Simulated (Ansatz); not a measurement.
`[NH2][Cd][O][SiH3]` + `OCCO` → `OCCO[SiH3]` + `[NH2][Cd][OH]`  (ligand exchange at the Si–O bond)

Gas-phase electronic energies from Ansatz, PBE0-D4/def2-TZVP geometries. CCSD(T)/CBS is the MP2 limit (def2-TZVPP, def2-QZVPP) plus CCSD(T) − MP2 in def2-TZVPP, frozen cores. This one scheme is used for every species. Functionals use def2-TZVPP. B3LYP here is the variant with VWN-RPA as its local correlation; programs differ in this. Elements past krypton have def2 core potentials. For Cd outer-core shells are correlated without core-valence functions, which leaves a few kJ/mol of doubt a bond. One conformer a species, not always the lowest.

| level | ΔE (kJ/mol) | difference from CCSD(T)/CBS |
| --- | --- | --- |
| PBE-D4 | 16.3 | -3.3 |
| r2SCAN-D4 | 19.8 | 0.2 |
| PBE0-D4 | 21.4 | 1.8 |
| B3LYP-D4 | 18.5 | -1.1 |
| ωB97X-V | 22.1 | 2.5 |
| ωB97M-V | 22.1 | 2.5 |
| B2PLYP | 21.2 | 1.6 |
| PBE | 17.4 | -2.2 |
| r2SCAN | 20.3 | 0.7 |
| PBE0 | 22.4 | 2.8 |
| B3LYP | 19.9 | 0.3 |
| HF/def2-TZVPP | 31.9 | 12.3 |
| MP2/def2-TZVPP | 22.4 | 2.8 |
| SCS-MP2/def2-TZVPP | 23.9 | 4.3 |
| CCSD/def2-TZVPP | 25.3 | 5.7 |
| CCSD(T)/def2-TZVPP | 24.3 | 4.7 |
| HF/def2-QZVPP | 30.5 | 10.9 |
| MP2/def2-QZVPP | 19.3 | -0.3 |
| SCS-MP2/def2-QZVPP | 20.9 | 1.3 |
| HF/CBS(def2) | 30.3 | 10.7 |
| MP2/CBS(def2) | 17.8 | -1.8 |
| CCSD/CBS(def2) | 20.7 | 1.1 |
| CCSD(T)/CBS | 19.6 | 0 |

Largest T1 diagnostic among the species: 0.016.

In def2-TZVPP, CCSD(T) changes the Hartree–Fock value by −7.6 kJ/mol (the triples alone add −1.1 kJ/mol) and MP2 by −9.5 kJ/mol. From PBE to PBE0 (25 % exact exchange), in def2-TZVPP and without D4, ΔE moves by +5.0 kJ/mol.

CCSD(T)/CBS has its own doubt, a few kJ/mol and more with outer-core shells, so smaller differences from it don't rank the levels.
